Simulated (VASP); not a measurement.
# Ni (Fm-3m) in VASP: band structure with LDA

Aim: the band structure of Ni with LDA.

Everything below comes from runs of VASP 6.6.1. Logs are shortened: lines on timing, memory, paths and dates and some standing lists are left out, and cuts for length are marked.

### Step 1. The crystal as given

The structure is cubic, space group Fm-3m (No. 225). The conventional cell has a = 3.423 Å, b = 3.423 Å, c = 3.423 Å, α = 90.00°, β = 90.00°, γ = 90.00°. Around Ni (site symmetry m-3m) lie 12 Ni at 2.42 Å.

### Step 2. Band structure, LDA, collinear spin, ferromagnetic start

Contents of INCAR:

```
SYSTEM = Ni
  ALGO = Fast
  EDIFF = 1E-7
  ENCUT = 520
  ISIF = 2
  ISMEAR = 0
  ISPIN = 2
  LASPH = .True.
  LCHARG = .False.
  LMAXMIX = 4
  LORBIT = 11
  LREAL = .False.
  LWAVE = .False.
  MAGMOM = 0.8
  NELM = 120
  PREC = Accurate
  SIGMA = 0.1
```

Contents of KPOINTS:

```
k-points
0
Gamma
  20 20 20
  0 0 0
```

Contents of POSCAR:

```
Ni                                      
1.0
    0.0000000000      1.7117146087      1.7117146087
    1.7117146087      0.0000000000      1.7117146087
    1.7117146087      1.7117146087      0.0000000000
  Ni            
     1
Direct
     0.0000000000000000    0.0000000000000000    0.0000000000000000
```

Contents of KPOINTS_OPT:

```
path GXWKGLUWLK,UX
15
line-mode
reciprocal
 0.0000000000  0.0000000000  0.0000000000  G
 0.5000000000  0.0000000000  0.5000000000  X

 0.5000000000  0.0000000000  0.5000000000  X
 0.5000000000  0.2500000000  0.7500000000  W

 0.5000000000  0.2500000000  0.7500000000  W
 0.3750000000  0.3750000000  0.7500000000  K

 0.3750000000  0.3750000000  0.7500000000  K
 0.0000000000  0.0000000000  0.0000000000  G

 0.0000000000  0.0000000000  0.0000000000  G
 0.5000000000  0.5000000000  0.5000000000  L

 0.5000000000  0.5000000000  0.5000000000  L
 0.6250000000  0.2500000000  0.6250000000  U

 0.6250000000  0.2500000000  0.6250000000  U
 0.5000000000  0.2500000000  0.7500000000  W

 0.5000000000  0.2500000000  0.7500000000  W
 0.5000000000  0.5000000000  0.5000000000  L

 0.5000000000  0.5000000000  0.5000000000  L
 0.3750000000  0.3750000000  0.7500000000  K

 0.6250000000  0.2500000000  0.6250000000  U
 0.5000000000  0.0000000000  0.5000000000  X
```

Potentials or basis: VASP PAW LDA potentials, release 64 (Ni).

Command:

```bash
cat potpaw_LDA.64/Ni/POTCAR > POTCAR
mpirun -np 1 vasp_std > vasp.out
```

OUTCAR:

```text
SYSTEM = Ni
   EDIFF = 1E-7
   ENCUT = 520
   ISIF = 2
   ISMEAR = 0
   ISPIN = 2
   LASPH = .True.
   LORBIT = 11
   LREAL = .False.
   NELM = 120
   PREC = Accurate

 ion  position               nearest neighbor table
   1  0.000  0.000  0.000-

  LATTYP: Found a face centered cubic cell.
 ALAT       =     3.4234292174

  Lattice vectors:

 A1 = (   0.0000000000,   1.7117146087,   1.7117146087)
 A2 = (   1.7117146087,   0.0000000000,   1.7117146087)
 A3 = (   1.7117146087,   1.7117146087,   0.0000000000)

Analysis of symmetry for initial positions (statically):
=====================================================================
 Subroutine PRICEL returns:
 Original cell was already a primitive cell.

 Routine SETGRP: Setting up the symmetry group for a
 face centered cubic supercell.

 Subroutine GETGRP returns: Found 48 space group operations
 (whereof 48 operations were pure point group operations)
 out of a pool of 48 trial point group operations.

The static configuration has the point symmetry O_h .

Analysis of symmetry for dynamics (positions and initial velocities):
=====================================================================
 Subroutine PRICEL returns:
 Original cell was already a primitive cell.

 Routine SETGRP: Setting up the symmetry group for a
 face centered cubic supercell.

 Subroutine GETGRP returns: Found 48 space group operations
 (whereof 48 operations were pure point group operations)
 out of a pool of 48 trial point group operations.

The dynamic configuration has the point symmetry O_h .

Analysis of structural, dynamic, and magnetic symmetry:
=====================================================================
 Subroutine PRICEL returns:
 Original cell was already a primitive cell.

 Routine SETGRP: Setting up the symmetry group for a
 face centered cubic supercell.

 Subroutine GETGRP returns: Found 48 space group operations
 (whereof 48 operations were pure point group operations)
 out of a pool of 48 trial point group operations.

The overall configuration has the point symmetry O_h .

 Subroutine INISYM returns: Found 48 space group operations
 (whereof 48 operations are pure point group operations),
 and found     1 'primitive' translations

----------------------------------------------------------------------------------------

                                     Primitive cell

[... 112 lines left out ...]
   LORBIT       =     11    0 simple, 1 ext, 2 COOP (PROOUT), +10 PAW based schemes
   GGA     = CA    functional components
   LHFCALC =     F    Hartree Fock is set to
   AEXX    =    0.0000 exact exchange contribution
   IVDW    =     0    specifies the selected vdW correction
   LEPSILON=     F    determine dielectric tensor
   LRPA    =     F    only Hartree local field effects (RPA)
 spin polarized calculation
 RMM-DIIS sequential band-by-band and
 Gauss-broadening in eV      SIGMA  =   0.10
  energy-cutoff  :      520.00
  volume of cell :       10.03
 maximum number of plane-waves:       290
 NGX is ok and might be reduce to    18
   NGX =  9   NGY =  9   NGZ =  9

 number of electron      10.0000000 magnetization       0.8000000

 number of electron       9.9999991 magnetization       0.5998178

 Free energy of the ion-electron system (eV)
  ---------------------------------------------------
  ext. energy  EPLUGINS =         0.00000000
  ---------------------------------------------------
  free energy    TOTEN  =        -6.58307768 eV

  energy without entropy =       -6.57443646  energy(sigma->0) =       -6.57875707

 E-fermi :  10.2345     XC(G=0): -14.1013

 val. band max:       10.2318792175   @ k =   0.4500   0.1500   0.0500
 cond. band min:      10.2373584243   @ k =   0.5000   0.3500   0.1000
 fundamental gap:      0.0054792069
 Fermi energy:        10.2344648295

 spin component 1

 k-point     1 :       0.0000    0.0000    0.0000
  band No.  band energies     occupation
      1       0.6735      1.00000
      2       7.6651      1.00000
      3       7.6651      1.00000
      4       7.6651      1.00000
      5       8.9604      1.00000
      6       8.9604      1.00000
      7      34.6951      0.00000
      8      39.1006      0.00000
      9      39.1006      0.00000
[... 265 lines left out ...]
 k-point    24 :      -0.3500    0.0500    0.0000
  band No.  band energies     occupation
      1       4.6481      1.00000
      2       7.7346      1.00000
      3       7.7959      1.00000
      4       7.9118      1.00000
      5       9.3686      1.00000
      6       9.7568      1.00000
      7      20.0929      0.00000
      8      32.8537      0.00000
      9      35.4271      0.00000

 [... further k-points ...]

 spin component 2

 k-point     1 :       0.0000    0.0000    0.0000
  band No.  band energies     occupation
      1       0.7214      1.00000
      2       8.2776      1.00000
      3       8.2776      1.00000
      4       8.2776      1.00000
      5       9.5264      1.00000
      6       9.5264      1.00000
      7      34.6858      0.00000
      8      39.1499      0.00000
      9      39.1499      0.00000
[... 265 lines left out ...]
 k-point    24 :      -0.3500    0.0500    0.0000
  band No.  band energies     occupation
      1       4.8842      1.00000
      2       8.2325      1.00000
      3       8.3034      1.00000
      4       8.3566      1.00000
      5      10.0012      0.99951
      6      10.3648      0.03265
      7      20.3574      0.00000
      8      32.9059      0.00000
      9      35.5112      0.00000

 [... further k-points ...]
[... 5 lines left out ...]
  --------------------------------------------------------------------------------------
  -------------------------------------------------------------------------------------
  Total       -0.0013849     -0.0013849     -0.0013849     -0.0000000      0.0000000      0.0000000
  in kB       -0.2212072     -0.2212072     -0.2212072     -0.0000000      0.0000000      0.0000000
  external PRESSURE =      -0.2212072 kB  Pullay stress =       0.0000000 kB

 VOLUME and BASIS-vectors are now :
 -----------------------------------------------------------------------------
  energy-cutoff  :      520.00
  volume of cell :       10.03
      direct lattice vectors                 reciprocal lattice vectors
     0.000000000  1.711714609  1.711714609    -0.292104769  0.292104769  0.292104769
     1.711714609  0.000000000  1.711714609     0.292104769 -0.292104769  0.292104769
     1.711714609  1.711714609  0.000000000     0.292104769  0.292104769 -0.292104769

 POSITION                                       TOTAL-FORCE (eV/Angst)
 -----------------------------------------------------------------------------------
      0.00000      0.00000      0.00000         0.000000      0.000000      0.000000
 -----------------------------------------------------------------------------------
    total drift:                                0.000000     -0.000000     -0.000000

  FREE ENERGIE OF THE ION-ELECTRON SYSTEM (eV)
  ---------------------------------------------------
  free  energy   TOTEN  =        -6.5830776830 eV

  energy  without entropy=       -6.5744364585  energy(sigma->0) =       -6.57875707

 total charge

# of ion       s       p       d       tot
------------------------------------------
    1        0.536   0.573   8.367   9.476

 magnetization (x)

# of ion       s       p       d       tot
------------------------------------------
    1       -0.005  -0.019   0.623   0.600
```

stdout:

```text
POSCAR found type information on POSCAR Ni
 POSCAR found :  1 types and       1 ions
 scaLAPACK will be used
 LDA part: xc-table for (Slater(with rela. corr.)+CA(PZ))
 , standard interpolation
 POSCAR, INCAR and KPOINTS ok, starting setup
 FFT: planning ... GRIDC
 FFT: planning ... GRID_SOFT
 FFT: planning ... GRID
 WAVECAR not read
 entering main loop
WARNING in EDDRMM: call to ZHEGV failed, returncode =   8  4      7
WARNING in EDDRMM: call to ZHEGV failed, returncode =   8  4      8
 Start KPOINTS_OPT (optional k-point list driver)
k-point batch [1-150\150]
```

Wall time 36 s (1 thread of Intel Xeon Platinum 8488C (Sapphire Rapids), shared host); peak memory 0.17 GiB.

Results:

- Free energy: -6.5831 eV
- Pressure: 0.0 GPa
- Band gap along the path: none (metal or under the smearing width)
- Net moment: 0.60 μB per cell
- Site moments: Ni +0.60 μB
- Valence electrons inside the program's atomic spheres: Ni 9.48
